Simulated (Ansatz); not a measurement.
CdS (Hawleyite):

```
Cd S
1.0
     0.00000    2.91650    2.91650
     2.91650    0.00000    2.91650
     2.91650    2.91650    0.00000
Cd S
1 1
Cartesian
  0.0000 0.0000 0.0000
  4.3748 4.3748 4.3748
```

Base run:

| Quantity | Value |
| --- | --- |
| Program | Ansatz 0.2.0 |
| Functional | PBEsol |
| Potentials or basis | Ansatz PAW |
| Cutoff | 420 eV (not typed: the program's choice for these potentials) |
| k mesh | 8 × 8 × 8 |
| Occupations | fermi-dirac, width 0.05 eV |
| Spin | no spin polarisation |

Its results: band gap on the k mesh 1.00 eV, direct; pressure -0.3 GPa.

Task: After a change of settings the same cell gave: band gap on the k mesh 2.19 eV, direct; pressure 1.4 GPa. Which change was it?
A. functional from PBEsol to HF; k mesh from 8 × 8 × 8 to 4 × 4 × 4
B. functional from PBEsol to r2SCANh; cutoff from 420 eV (not typed: the program's choice for these potentials) to 500 eV (not typed: the program's choice for these potentials); k mesh from 8 × 8 × 8 to 4 × 4 × 4
C. functional from PBEsol to r2SCAN0; cutoff from 420 eV (not typed: the program's choice for these potentials) to 500 eV (not typed: the program's choice for these potentials); k mesh from 8 × 8 × 8 to 4 × 4 × 4
D. functional from PBEsol to r2SCAN50; cutoff from 420 eV (not typed: the program's choice for these potentials) to 500 eV (not typed: the program's choice for these potentials); k mesh from 8 × 8 × 8 to 4 × 4 × 4

Result: B.

Caveats: some runs use coarse meshes; the PAW data sets come from PBE, with cores solved anew for the run's functional, which leaves a small shift of forces and pressure; the thresholds are loose for stress (some runs).

Runs at the PBE level aren't shown here.
